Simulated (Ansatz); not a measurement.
# Ionic part of the dielectric constant of GaN at 14.4 GPa, mode by mode

These are results of DFT LDA, scalar-relativistic, plane waves, PAW in Ansatz 0.2.0, not measurements. Plane waves to 420 eV; Γ-centred k mesh 10×10×10; fixed occupations. No spin polarisation. Phonons by linear response, acoustic sum rule imposed.

Symmetry: F-43m, No. 216, cubic system. The conventional cell has a = 4.364 Å, b = 4.364 Å, c = 4.364 Å, α = 90.00°, β = 90.00°, γ = 90.00°. Around Ga (site symmetry -43m) lie 4 N at 1.89 Å. N (site symmetry -43m) has 4 Ga at 1.89 Å as nearest neighbours.

The cell is the ideal cubic zincblende prototype; this isn't the usual structure of the compound.

The primitive cell has V = 20.78 Å³ and ε∞,zz = 5.479. Each polar mode adds Δε = (4.92064×10⁷/V)·S/ν² along z, with S its oscillator strength in e²/amu, ν in cm⁻¹ and V in Å³.

**Question.** From these modes, find each Δε and ε0,zz.
| ν (cm⁻¹) | S_zz (e²/amu) |
| --- | --- |
| 606.3 | 0.5807 |

**Answer.**
| ν (cm⁻¹) | Δε |
| --- | --- |
| 606.3 | 3.74 |

The sum is 3.741, so ε0,zz = 9.22; the run's tensor has 9.22.

**Question.** Where do the longitudinal modes lie for a wave vector along z?

**Answer.** At 787 cm⁻¹. The Lyddane–Sachs–Teller product Π(ν_LO/ν_TO)² = 1.68 matches ε0/ε∞ = 1.68.

Cost: 1 run of about 0.81 core-minutes, on Arm Neoverse V2 (shared hosts).

The lattice contributes 3.74 to the static dielectric constant, a large share but still less than the electronic polarisability provides. All of it comes from the single zone-centre polar mode that zincblende allows, in which the Ga and N sublattices move against each other. The oscillator strength implies a Born effective charge somewhat below the formal valence of three, as expected for a strongly polar but partly covalent bond. The light nitrogen atom raises the frequency, but it doesn't limit the static response: the reduced mass cancels between S and ν², leaving the effective charge squared against the force constant. The stiff, short Ga–N bonds are therefore what hold the ionic term down. The same charge produces the macroscopic field that lifts the longitudinal mode to 787 cm⁻¹, with electronic screening moderating the shift. For a single polar mode the Lyddane–Sachs–Teller relation follows from the same charges and force constants, so the match confirms internal consistency, not accuracy against experiment. One pressure can't show how compression divides its effect between bond stiffness and effective charge.
